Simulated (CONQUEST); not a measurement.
Sb under changes of volume

One of the cells (26.654 Å³/atom); the others are scaled copies at fixed shape and fractional positions:

```
Sb
1.0
     3.35453    0.00000    0.00000
     0.00000    5.47016    0.00000
     0.00000    0.00000    5.81022
Sb
4
Direct
  0.00000 0.75000 0.33333
  0.50000 0.75000 0.83333
  0.00000 0.25000 0.66667
  0.50000 0.25000 0.16667
```

This isn't the form of Sb at room conditions, which is rhombohedral.

```yaml
Program: CONQUEST 1.3
Functional: PBEsol
Potentials_or_basis: PseudoDojo NC PBEsol, DZP, grid of 32 × 60 × 60 points
k_mesh: 8 × 5 × 5
Occupations: fermi-dirac, width 0.05 eV
Spin: no spin polarisation
```

| volume (Å³/atom) | energy over the lowest point (meV/atom) | pressure (GPa) | largest force (eV/Å) |
| --- | --- | --- | --- |
| 25.055 | ? | ? | ? |
| 25.588 | 7.61 | 2.5 | 0.009 |
| 26.121 | 1.70 | 1.2 | 0.012 |
| 26.654 | 0.00 | 0.0 | 0.015 |
| 27.187 | 2.60 | -1.3 | 0.022 |
| 27.720 | 8.81 | -2.4 | 0.022 |
| 28.253 | 18.58 | -3.3 | 0.025 |

What does the run at 25.055 Å³/atom give?

Energy over the lowest point 19.17 meV/atom; pressure 4.5 GPa; largest force 0.002 eV/Å.

Worked out: A Birch-Murnaghan fit of order 3 (a polynomial in V^(-2/3)) to the other rows has its minimum at 26.59 Å³/atom with B0 = V·E''(V) = 62 GPa (rough, since the energies scatter) at fixed shape and positions, which overstates the stiffness. It gives 18.31 meV/atom at 25.055 Å³/atom, against the run's 19.17, and -dE/dV = 4.0 GPa, against 4.5.

Energies are extrapolated to zero smearing.

Caveats: the basis of atomic orbitals isn't converged, which shifts pressures, moduli and gaps.
